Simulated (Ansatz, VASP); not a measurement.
# GaP: VASP beside Ansatz

```
Ga P
1.0
     0.00000    2.72525    2.72525
     2.72525    0.00000    2.72525
     2.72525    2.72525    0.00000
Ga P
1 1
Direct
  0.00000 0.00000 0.00000
  0.75000 0.75000 0.75000
```

Alike in both runs: task single point; functional LDA; k mesh 8 × 8 × 8; occupations gaussian, width 0.05 eV; no spin polarisation.

|  | VASP | Ansatz |
| --- | --- | --- |
| version | VASP 6.6.1 | Ansatz 0.2.0 |
| potentials or method | VASP PAW LDA potentials, release 64 (Ga_d, P) | scalar-relativistic, plane waves, PAW |
| plane-wave cutoff (eV) | 520 | 420 |
| valence electrons in the cell | 18 | 18 |

Ansatz gave:

```
gap on the k mesh at the Fermi level (eV) : 1.49
least direct gap on the mesh (eV)         : 1.61
pressure (GPa)                            : -2.7
```

Estimate VASP's values.

gap on the k mesh at the Fermi level (eV): 1.49; least direct gap on the mesh (eV): 1.64; pressure (GPa): -2.7.

A k mesh can miss the band edges. A hybrid or GW would open this gap; LDA tends to underestimate it.
